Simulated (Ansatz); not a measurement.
# CuI: do energies and stresses tell the same story?

The calculation used Ansatz, DFT PBE, scalar-relativistic, plane waves, PAW.

Cutoff 420 eV; k points 8×8×8 on the computed 2-atom cell (Γ-centred); Gaussian smearing, width 0.02 eV; no spin polarisation.

Relaxed cell: F-43m, a = 6.078 Å, b = 6.078 Å, c = 6.078 Å, α = 90.00°, β = 90.00°, γ = 90.00°, 2 atoms in the primitive cell.

Energies at zero smearing and pressures from the stress tensor, at volumes with shape and atoms relaxed:
```
V (Å³/atom) E − E(first) (meV/atom) P (GPa)
     26.383                     0.00     2.86
     27.225                   -10.84     1.31
     28.067                   -14.22     0.02
     28.909                   -11.43    -1.05
     29.751                    -3.51    -1.93
```

Question: Check P = −dE/dV between neighbouring volumes, and get the bulk modulus from the pressures alone.

Answer: With 1 eV/Å³ = 160.2 GPa:
```
middle V (Å³/atom)  −ΔE/ΔV (GPa) mean P (GPa)
            26.804         2.062         2.085
            27.646         0.644         0.663
            28.488        -0.532        -0.515
            29.330        -1.506        -1.492
```

The two differ by 0.02 GPa at most. The mean of two end pressures misses the average over a step by about ΔV² P″/12, up to 0.02 GPa here; with that taken off 0.00 GPa remains. Around V = 28.067 Å³/atom, the two neighbours give B = −V ΔP/ΔV = 28.067 × 2.36 / 1.684 = 39.3 GPa, against B0 = 39.0 GPa from the Birch–Murnaghan fit of the energies.

Spin-orbit coupling is left out, which matters for the bands of heavy elements.

A ferromagnetic start lost its moments in a first run, so spin was left out; other magnetic orders weren't tried.